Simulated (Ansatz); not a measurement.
# Sr: single points about a listed cell

How do energy, forces, pressure and gap of Sr change under moves of single atoms, random distortions, further strains and shifts, distortions that keep the symmetry? Each case is one self-consistent run.

The COD cell was measured well above room temperature, so it is larger than a cold one.

Computed with Ansatz 0.2.0 (DFT PBE, scalar-relativistic, plane waves, PAW, unless a step's input says otherwise).

1 further run of the same task is left out (set aside as unsound or not needed).

## Step 1: Starting point

The structure is cubic, space group Im-3m (No. 229). Conventional cell: a = 4.850 Å, b = 4.850 Å, c = 4.850 Å, α = 90.00°, β = 90.00°, γ = 90.00°. Sr (site symmetry m-3m) has 8 Sr at 4.20 Å as nearest neighbours.

Structure file:

```cif
data_structure
_symmetry_space_group_name_H-M 'Im-3m'
_symmetry_Int_Tables_number 229
_cell_length_a 4.8500
_cell_length_b 4.8500
_cell_length_c 4.8500
_cell_angle_alpha 90.000
_cell_angle_beta 90.000
_cell_angle_gamma 90.000
_cell_volume 114.08
loop_
_atom_site_label
_atom_site_type_symbol
_atom_site_symmetry_multiplicity
_atom_site_Wyckoff_symbol
_atom_site_fract_x
_atom_site_fract_y
_atom_site_fract_z
_atom_site_occupancy
Sr1 Sr 2 a 0.00000 0.00000 0.00000 1
```

The structure comes from the Crystallography Open Database.

## Step 2: A change within a subgroup

What differs from the listed cell: strain xx, yy, zz, yz, xz, xy = +3.2, +3.2, +0.2, +0.0, +0.0, +0.0 %.

input.yaml

```yaml
crystal:
  lattice:
    - [-2.50218775, 2.50218775, 2.42943775]
    - [2.50218775, -2.50218775, 2.42943775]
    - [2.50218775, 2.50218775, -2.42943775]
  atoms:
    - { symbol: Sr, position: [0.0, 0.0, 0.0] }
basis:
  ecutwfc: 420
kpoints:
  mp_grid: { grid: [10, 10, 10] }
hamiltonian:
  xc: pbe
scf:
  occupations: { method: gaussian, width: 0.1 }
output:
  forces: true
  stress: true
  eigenvalues: true
  populations: true
```

## Step 3: One atom moved

input.yaml

```yaml
crystal:
  lattice:
    - [-2.425, 2.425, 2.425]
    - [2.425, -2.425, 2.425]
    - [2.425, 2.425, -2.425]
  atoms:
    - { symbol: Sr, position: [0.0, 0.0309278351, 0.0309278351] }
basis:
  ecutwfc: 420
kpoints:
  mp_grid: { grid: [10, 10, 10] }
hamiltonian:
  xc: pbe
scf:
  occupations: { method: gaussian, width: 0.1 }
output:
  forces: true
  stress: true
  eigenvalues: true
```

## Step 4: A distortion that keeps the symmetry

input.yaml

```yaml
crystal:
  lattice:
    - [-2.38869775, 2.38869775, 2.38869775]
    - [2.38869775, -2.38869775, 2.38869775]
    - [2.38869775, 2.38869775, -2.38869775]
  atoms:
    - { symbol: Sr, position: [0.0, 0.0, 0.0] }
basis:
  ecutwfc: 420
kpoints:
  mp_grid: { grid: [12, 12, 12] }
hamiltonian:
  xc: pbe
scf:
  occupations: { method: gaussian, width: 0.1 }
output:
  forces: true
  stress: true
  eigenvalues: true
  populations: true
```

## Step 5: A change within the space group

input.yaml

```yaml
crystal:
  lattice:
    - [-2.33743325, 2.33743325, 2.33743325]
    - [2.33743325, -2.33743325, 2.33743325]
    - [2.33743325, 2.33743325, -2.33743325]
  atoms:
    - { symbol: Sr, position: [0.0, 0.0, 0.0] }
basis:
  ecutwfc: 420
kpoints:
  mp_grid: { grid: [12, 12, 12] }
hamiltonian:
  xc: pbe
scf:
  occupations: { method: gaussian, width: 0.1 }
output:
  forces: true
  stress: true
  eigenvalues: true
```

## Step 6: A distortion that keeps the symmetry

Edit input.yaml of step 5 so:

```diff
@@ -2,5 +2,5 @@
   lattice:
-    - [-2.33743325, 2.33743325, 2.33743325]
-    - [2.33743325, -2.33743325, 2.33743325]
-    - [2.33743325, 2.33743325, -2.33743325]
+    - [-2.53929025, 2.53929025, 2.53929025]
+    - [2.53929025, -2.53929025, 2.53929025]
+    - [2.53929025, 2.53929025, -2.53929025]
   atoms:
```

## Step 7: A random distortion, cell strained

input.yaml

```yaml
crystal:
  lattice:
    - [-2.387364, 2.448571, 2.416852]
    - [2.532864, -2.5065285, 2.6203095]
    - [2.4366885, 2.555853, -2.4748095]
  atoms:
    - { symbol: Sr, position: [0.0, 0.0, 0.0] }
basis:
  ecutwfc: 420
kpoints:
  mp_grid: { grid: [10, 10, 10] }
hamiltonian:
  xc: pbe
scf:
  occupations: { method: gaussian, width: 0.1 }
output:
  forces: true
  stress: true
  eigenvalues: true
```

## Step 8: A change within the space group

input.yaml

```yaml
crystal:
  lattice:
    - [-2.36279875, 2.36279875, 2.36279875]
    - [2.36279875, -2.36279875, 2.36279875]
    - [2.36279875, 2.36279875, -2.36279875]
  atoms:
    - { symbol: Sr, position: [0.0, 0.0, 0.0] }
basis:
  ecutwfc: 420
kpoints:
  mp_grid: { grid: [12, 12, 12] }
hamiltonian:
  xc: pbe
scf:
  occupations: { method: gaussian, width: 0.1 }
output:
  forces: true
  stress: true
  eigenvalues: true
  populations: true
```

## Step 9: A change within a subgroup

input.yaml

```yaml
crystal:
  lattice:
    - [-2.760426, 2.760426, 2.760426]
    - [2.469426, -2.469426, 2.178426]
    - [2.469426, 2.178426, -2.469426]
  atoms:
    - { symbol: Sr, position: [0.0, 0.0, 0.0] }
basis:
  ecutwfc: 420
kpoints:
  mp_grid: { grid: [12, 12, 12] }
hamiltonian:
  xc: pbe
scf:
  occupations: { method: gaussian, width: 0.1 }
output:
  forces: true
  stress: true
  eigenvalues: true
```

## Step 10: A distortion that keeps the symmetry

Edit input.yaml of step 9 so:

```diff
@@ -2,5 +2,5 @@
   lattice:
-    - [-2.760426, 2.760426, 2.760426]
-    - [2.469426, -2.469426, 2.178426]
-    - [2.469426, 2.178426, -2.469426]
+    - [-2.5386355, 2.5386355, 2.5386355]
+    - [2.5386355, -2.5386355, 2.5386355]
+    - [2.5386355, 2.5386355, -2.5386355]
   atoms:
```

What does the calculation give? Wanted: for each run, case; energy; pressure; largest force.

**Answer**, as computed:

```
step                                  case  energy (meV/atom)  pressure (GPa)  largest force (eV/Å)  gap on the mesh (eV)
   2            a change within a subgroup               +0.0            -1.1                  0.00                  0.00
   3                        one atom moved              -22.0            -0.6                  0.00                  0.00
   4  a distortion that keeps the symmetry             -25.9*            -0.1                  0.00                  0.00
   5       a change within the space group             -21.2*             0.7                  0.00                  0.00
   6  a distortion that keeps the symmetry             +42.3*            -1.6                  0.00                  0.00
   7    a random distortion, cell strained              +21.7            -1.3                  0.00                  0.00
   8       a change within the space group             -25.7*             0.2                  0.00                  0.00
   9            a change within a subgroup             +56.3*            -0.7                  0.00                  0.00
  10  a distortion that keeps the symmetry             +41.8*            -1.6                  0.00                  0.00
```

Energies are counted from step 2, with the smearing taken to zero; a star marks another k mesh, which can shift energies by itself, so starred rows don't rank against the others. A gap of 0.00 means none on the mesh at this level.

**Reading.** With one atom in the cell, moving it shifts the whole crystal, so no force arises from that. The pressure is 0.7 GPa in the smallest cell and -1.6 GPa in the largest; between them shape and moved atoms count too. The distorted cells of the listed formula and level show no gap on the mesh.
